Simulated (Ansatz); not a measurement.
This Ansatz (a first-principles code) input is the reference run, CsPbI₃ in the cubic perovskite structure (space group Pm-3m, No. 221), computed with PBE, PAW, 420 eV (Ansatz; scalar-relativistic without spin-orbit coupling):

Ansatz 0.2 input:
```yaml
crystal:
  lattice:
    - [6.3904736092, 0, 0]
    - [0, 6.3904736092, 0]
    - [0, 0, 6.3904736092]
  atoms:
    - { symbol: Cs, position: [0, 0, 0] }
    - { symbol: Pb, position: [0.5, 0.5, 0.5] }
    - { symbol: I, position: [0, 0.5, 0.5] }
    - { symbol: I, position: [0.5, 0.5, 0] }
    - { symbol: I, position: [0.5, 0, 0.5] }
basis: { ecutwfc: 420, ecutrho_ratio: 4, xc_grid: 2, fft_grid_basis: typed }
kpoints: { mp_grid: { grid: [5, 5, 5] } }
hamiltonian:
  xc: pbe
  dispersion: none
  pseudopotentials: { kind: paw }
scf: { occupations: { method: fermi_dirac, width: 0.05 }, convergence: { dr2_threshold: 0.0000000005 } }
output: { forces: true, stress: true }
```

Question: Write the input for this change: uniaxial stress, 2 GPa tension along z; all other stress components relax to zero.

Answer: 
Ansatz 0.2 input:
```yaml
crystal:
  lattice:
    - [6.3904736092, 0, 0]
    - [0, 6.3904736092, 0]
    - [0, 0, 6.3904736092]
  atoms:
    - { symbol: Cs, position: [0, 0, 0] }
    - { symbol: Pb, position: [0.5, 0.5, 0.5] }
    - { symbol: I, position: [0, 0.5, 0.5] }
    - { symbol: I, position: [0.5, 0.5, 0] }
    - { symbol: I, position: [0.5, 0, 0.5] }
basis: { ecutwfc: 420, ecutrho_ratio: 4, xc_grid: 2, fft_grid_basis: typed }
kpoints: { mp_grid: { grid: [5, 5, 5] } }
hamiltonian:
  xc: pbe
  dispersion: none
  pseudopotentials: { kind: paw }
scf: { occupations: { method: fermi_dirac, width: 0.05 } }
relax: { f_tol: 0.005, max_steps: 50, cell: { stress_tol: 0.01, sigma_target: [0, 0, -2, 0, 0, 0] } }
output: { forces: true, stress: true }
checkpoint: { write: state.ck, write_every: 1000 }
```
This is the input that was run.

Load acts through the strain it causes; cell and atoms are relaxed under it. sigma_target is in GPa, compression positive, in the order xx, yy, zz, yz, xz, xy. Stability under load was not tested beyond the relaxation. Many cubic perovskites are stable only at high temperature; tilts and polar distortions were not tested. This is not the structure that CsPbI3 has at room temperature and ambient pressure.
